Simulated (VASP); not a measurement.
# NaCl (Pm-3m) in VASP: settings compared

The runs below take NaCl through G0W0 quasiparticle levels, evGW0 quasiparticle levels, with PBE, PBEsol.

Everything below comes from runs of VASP 6.6.1. Logs are shortened: lines on timing, memory, paths and dates and some standing lists are left out, and cuts for length are marked.

**1. The structure**

It takes space group Pm-3m (No. 221, cubic). Conventional cell: a = 3.502 Å, b = 3.502 Å, c = 3.502 Å, α = 90.00°, β = 90.00°, γ = 90.00°. Cl (site symmetry m-3m) is surrounded by 8 Na at 3.03 Å. Na (site symmetry m-3m) has 8 Cl at 3.03 Å as nearest neighbours.

Measurements of this composition are mostly on another form, of space group No. 225.

**2. G0W0 quasiparticle levels, PBE**

Contents of POSCAR:

```
NaCl
1.0
    3.5021900000      0.0000000000      0.0000000000
    0.0000000000      3.5021900000      0.0000000000
    0.0000000000      0.0000000000      3.5021900000
Cl Na
1 1
Direct
    0.5000000000      0.5000000000      0.5000000000
    0.0000000000      0.0000000000      0.0000000000
```

Contents of INCAR.step1:

```
SYSTEM = NaCl
PREC = Accurate
ENCUT = 450
EDIFF = 1E-8
ISMEAR = 0
SIGMA = 0.01
LREAL = .False.
LASPH = .True.
NELM = 100
ALGO = Normal
LWAVE = .True.
LCHARG = .False.
GGA = PE
```

Contents of INCAR.step2:

```
SYSTEM = NaCl
PREC = Accurate
ENCUT = 450
EDIFF = 1E-8
ISMEAR = 0
SIGMA = 0.01
LREAL = .False.
LASPH = .True.
NELM = 1
ALGO = Exact
LWAVE = .True.
LCHARG = .False.
GGA = PE
NBANDS = 112
LOPTICS = .True.
ISTART = 1
```

Contents of INCAR.step3:

```
SYSTEM = NaCl
PREC = Accurate
ENCUT = 450
EDIFF = 1E-8
ISMEAR = 0
SIGMA = 0.01
LREAL = .False.
LASPH = .True.
ALGO = EVGW0
LWAVE = .True.
LCHARG = .False.
GGA = PE
NELMGW = 1
NBANDS = 112
ENCUTGW = 150
NOMEGA = 64
PRECFOCK = Fast
ISTART = 1
NBANDSGW = 16
```

Contents of INCAR.step4:

```
SYSTEM = NaCl
PREC = Accurate
ENCUT = 450
EDIFF = 1E-8
ISMEAR = 0
SIGMA = 0.01
LREAL = .False.
LASPH = .True.
ALGO = BSE
LWAVE = .False.
LCHARG = .False.
GGA = PE
NBANDS = 112
ENCUTGW = 150
NBANDSO = 4
NBANDSV = 4
ANTIRES = 0
OMEGAMAX = 20
PRECFOCK = Fast
ISTART = 1
NBSEEIG = 10
```

Contents of KPOINTS:

```
Automatic mesh
0
Gamma
  5 5 5
  0 0 0
```

Potentials or basis: VASP PAW PBE potentials, release 64 (Cl_GW, Na_sv_GW).

Command:

```console
> cat potpaw_PBE.64/Cl_GW/POTCAR potpaw_PBE.64/Na_sv_GW/POTCAR > POTCAR
> cp INCAR.step1 INCAR
> mpirun -np 1 vasp_std > vasp.out
> cp INCAR.step2 INCAR
> mpirun -np 1 vasp_std > vasp.out
> cp INCAR.step3 INCAR
> mpirun -np 1 vasp_std > vasp.out
> cp INCAR.step4 INCAR
> mpirun -np 1 vasp_std > vasp.out
```

OUTCAR:

```text
SYSTEM = NaCl
   PREC = Accurate
   ENCUT = 450
   EDIFF = 1E-8
   ISMEAR = 0
   LREAL = .False.
   LASPH = .True.
   GGA = PE
   ENCUTGW = 150
   PRECFOCK = Fast
   ISTART = 1

 ion  position               nearest neighbor table
   1  0.500  0.500  0.500-
   2  0.000  0.000  0.000-

  LATTYP: Found a simple cubic cell.
 ALAT       =     3.5021900000

  Lattice vectors:

 A1 = (   3.5021900000,   0.0000000000,   0.0000000000)
 A2 = (   0.0000000000,   3.5021900000,   0.0000000000)
 A3 = (   0.0000000000,   0.0000000000,   3.5021900000)

Analysis of symmetry for initial positions (statically):
=====================================================================
 Subroutine PRICEL returns:
 Original cell was already a primitive cell.

 Routine SETGRP: Setting up the symmetry group for a
 simple cubic supercell.

 Subroutine GETGRP returns: Found 48 space group operations
 (whereof 48 operations were pure point group operations)
 out of a pool of 48 trial point group operations.

The static configuration has the point symmetry O_h .

Analysis of symmetry for dynamics (positions and initial velocities):
=====================================================================
 Subroutine PRICEL returns:
 Original cell was already a primitive cell.

 Routine SETGRP: Setting up the symmetry group for a
 simple cubic supercell.

 Subroutine GETGRP returns: Found 48 space group operations
 (whereof 48 operations were pure point group operations)
 out of a pool of 48 trial point group operations.

The dynamic configuration has the point symmetry O_h .

 Subroutine INISYM returns: Found 48 space group operations
 (whereof 48 operations are pure point group operations),
 and found     1 'primitive' translations

----------------------------------------------------------------------------------------

                                     Primitive cell

  volume of cell :      42.9555

  direct lattice vectors                    reciprocal lattice vectors
     3.502190000  0.000000000  0.000000000     0.285535622  0.000000000  0.000000000
     0.000000000  3.502190000  0.000000000     0.000000000  0.285535622  0.000000000
     0.000000000  0.000000000  3.502190000     0.000000000  0.000000000  0.285535622

  length of vectors
     3.502190000  3.502190000  3.502190000     0.285535622  0.285535622  0.285535622

  position of ions in fractional coordinates (direct lattice)
     0.500000000  0.500000000  0.500000000
     0.000000000  0.000000000  0.000000000

  ion indices of the primitive-cell ions
   primitive index   ion index
                 1           1
                 2           2

----------------------------------------------------------------------------------------

 KPOINTS: Automatic mesh

Automatic generation of k-mesh.
 Grid dimensions read from file:
 generate k-points for:    5    5    5

 Generating k-lattice:

  Cartesian coordinates                     Fractional coordinates (reciprocal lattice)
     0.057107124  0.000000000  0.000000000     0.200000000  0.000000000  0.000000000
     0.000000000  0.057107124  0.000000000     0.000000000  0.200000000  0.000000000
     0.000000000  0.000000000  0.057107124     0.000000000  0.000000000  0.200000000

  Length of vectors
     0.057107124  0.057107124  0.057107124

  Shift w.r.t. Gamma in fractional coordinates (k-lattice)
     0.000000000  0.000000000  0.000000000

 Subroutine IBZKPT returns following result:
 ===========================================

 Found     10 irreducible k-points:

 Following reciprocal coordinates:
            Coordinates               Weight
  0.000000  0.000000  0.000000      1.000000
  0.200000  0.000000  0.000000      6.000000
  0.400000  0.000000  0.000000      6.000000
  0.200000  0.200000  0.000000     12.000000
  0.400000  0.200000  0.000000     24.000000
  0.400000  0.400000  0.000000     12.000000
  0.200000  0.200000  0.200000      8.000000
  0.400000  0.200000  0.200000     24.000000
  0.400000  0.400000  0.200000     24.000000
  0.400000  0.400000  0.400000      8.000000
   k-points           NKPTS =     10   k-points in BZ     NKDIM =    125   number of bands    NBANDS=    112
   number of dos      NEDOS =    301   number of ions     NIONS =      2
   total plane-waves  NPLWV =  13824
   dimension x,y,z NGX =    24 NGY =   24 NGZ =   24
   dimension x,y,z NGXF=    48 NGYF=   48 NGZF=   48
   ions per type =               1   1
   NGX,Y,Z   is equivalent  to a cutoff of  11.39, 11.39, 11.39 a.u.
   NGXF,Y,Z  is equivalent  to a cutoff of  22.79, 22.79, 22.79 a.u.
 SYSTEM =  NaCl
   PREC   = accura    normal or accurate (medium, high low for compatibility)
   ISTART =      1    job   : 0-new  1-cont  2-samecut
   ICHARG =      0    charge: 1-file 2-atom 10-const
   ISPIN  =      1    spin polarized calculation?
   LNONCOLLINEAR =      F non collinear calculations
   LSORBIT =      F    spin-orbit coupling
   LASPH  =      T    aspherical Exc in radial PAW
   ENCUT  =  450.0 eV  33.07 Ry    5.75 a.u.   6.06  6.06  6.06*2*pi/ulx,y,z
   NELM   =     60;   NELMIN=  2; NELMDL=  0     # of ELM steps
   EDIFF  = 0.1E-07   stopping-criterion for ELM
   LREAL  =      F    real-space projection
   EDIFFG = 0.1E-06   stopping-criterion for IOM
   NSW    =      0    number of steps for IOM
   IBRION =     -1    ionic relax: 0-MD 1-quasi-New 2-CG
   NFREE  =      0    steps in history (QN), initial steepest desc. (CG)
   ISIF   =      0    stress and relaxation
   ISYM   =      3    0-nonsym 1-usesym 2-fastsym
   POTIM  = 0.5000    time-step for ionic-motion
   TEBEG  =    0.0;   TEEND  =   0.0 temperature during run
   PSTRESS=    0.0 pullay stress
   NELECT =      16.0000    total number of electrons
   NUPDOWN=      -1.0000    fix difference up-down
   EMIN   =  10.00;   EMAX   =-10.00  energy-range for DOS
   EFERMI =   0.00;   METHOD = LEGACY
   ISMEAR =     0;   SIGMA  =   0.01  broadening in eV -4-tet -1-fermi 0-gaus
   EFERMI_NEDOS =   21; number of points for ismear=-14 and -15
   IALGO  =     38    algorithm
   IMIX   =      4    mixing-type and parameters
     AMIX     =   0.40;   BMIX     =  1.00
     AMIX_MAG =   1.60;   BMIX_MAG =  1.00
  volume/ion in A,a.u.               =      21.48       144.94
  Fermi-wavevector in a.u.,A,eV,Ry     =   1.177900  2.225908 18.877385  1.387449
  Thomas-Fermi vector in A             =   2.314239
   LORBIT       =      0    0 simple, 1 ext, 2 COOP (PROOUT), +10 PAW based schemes
   GGA     = PE    functional components
   LHFCALC =     T    Hartree Fock is set to
   PRECFOCK=fast      Normal, Fast or Accurate (Low or Medium for compatibility)
   ENCUT4O =  -1.0   cutoff for four orbital integrals eV
   NKREDX  =     1    reduce k-point grid by
   NKREDY  =     1    reduce k-point grid by
   NKREDZ  =     1    reduce k-point grid by
   AEXX    =    1.0000 exact exchange contribution
   HFSCREEN=    0.0000 screening length (either q_TF or 0.3 A-1)
   HFSCREENC=   0.0000 screening length for correlation (either q_TF or 0.3 A-1)
   ENCUTFOCK=  -1.0 apply spherical cutoff to Coloumb kernel
   IVDW    =     0    specifies the selected vdW correction
   LEPSILON=     F    determine dielectric tensor
   LRPA    =     F    only Hartree local field effects (RPA)
   LRPAFORCE           =     F    calculate RPA forces
   ENCUTGW             = 150.0    cutoff for response function in eV
   ENCUTGWSOFT         = 120.0    soft cutoff for Coulomb kernel in GW response function in eV
   ENCUTLF             =  -1.0    cutoff for local field effects
   NELMGW              =     1    number of iterations in solving QP/BSE equation
   NELMHF              =     1    number of iterations in the inner HF iteration
   NKREDLFX            =     1    NKREDLFY  =   1   NKREDLFZ  =   1
 non-spin polarized calculation
 Gauss-broadening in eV      SIGMA  =   0.01
  energy-cutoff  :      450.00
  volume of cell :       42.96
 maximum number of plane-waves:       948
  NGX = 14; NGY = 14; NGZ = 14
   NGX = 13   NGY = 13   NGZ = 13
 maximum number of plane-waves:       185
 NGX is ok and might be reduce to    14

 BSE (scaLAPACK) attempting allocation of   0.036 Gbyte  rank=   1501

=======================================================================
```

OUTCAR.step2:

```text
SYSTEM = NaCl
   PREC = Accurate
   ENCUT = 450
   EDIFF = 1E-8
[... 770 lines left out ...]
  --------------------------------------------------------------------------------------------------------------
     0.00000     3.02010     3.02010     3.02010    -0.00000    -0.00000     0.00000
     1.84449     3.12176     3.12176     3.12176    -0.00000    -0.00000     0.00000
     3.68899     3.60013     3.60013     3.60013    -0.00000    -0.00000     0.00000
     5.53348     2.85844     2.85844     2.85844    -0.00000    -0.00000     0.00000
     7.37798     3.47645     3.47645     3.47645    -0.00000     0.00000     0.00000
     9.22247     2.57039     2.57039     2.57039     0.00000     0.00000    -0.00000
[... 92 lines left out ...]
   180.76042     0.98621     0.98621     0.98621     0.00000     0.00000    -0.00000
   182.60492     0.98653     0.98653     0.98653     0.00000     0.00000    -0.00000
```

Run time: 11 min. Hardware: 1 thread of AMD EPYC 7R43 (Zen 3), shared host; peak memory 0.49 GiB.

Results:

| Item | Value |
| --- | --- |
| Band gap on the k mesh, mean-field level | 4.04 eV, indirect (least direct gap 4.48 eV) |
| Quasiparticle gap | 6.58 eV |
| Least direct quasiparticle gap | 7.08 eV |

Dielectric function (mean over the directions given):
```csv
energy (eV),real part,imaginary part
0.32,2.56,0.00
0.96,2.58,0.00
1.60,2.62,0.01
2.32,2.69,0.01
2.96,2.79,0.02
3.68,2.95,0.03
4.32,3.18,0.05
5.04,3.68,0.10
5.69,5.01,0.51
6.41,3.32,0.85
7.05,-0.11,1.95
7.69,4.77,2.35
8.41,1.96,2.73
9.05,3.83,1.98
9.77,3.30,4.06
10.41,-0.05,2.54
11.13,-0.31,3.37
11.77,-0.24,1.62
12.49,-0.35,0.72
13.13,-0.02,0.95
13.77,-0.86,0.70
14.49,-0.50,0.71
15.14,0.15,0.88
15.86,-0.46,0.52
16.50,-0.24,0.17
17.22,-0.01,0.18
17.86,0.14,0.03
18.58,0.31,0.09
19.22,0.35,0.01
19.94,0.43,0.01
```

Lowest excitation energies (eV) and strengths:
| energy | strength |
| --- | --- |
| 6.046 | 8.67 |
| 6.046 | 8.67 |
| 6.046 | 8.67 |
| 6.859 | 11.7 |
| 6.859 | 11.7 |
| 6.859 | 11.7 |
| 7.080 | 0 |
| 7.080 | 0 |
| 7.080 | 0 |
| 7.084 | 0 |

Caveat: bands, screening cutoff and mesh are small and nothing is extrapolated, so the quasiparticle values aren't converged; spectra need much finer meshes, so this one isn't converged; an odd mesh through Γ misses points on the zone boundary, where band edges often lie.

[end of part 1 of 2]
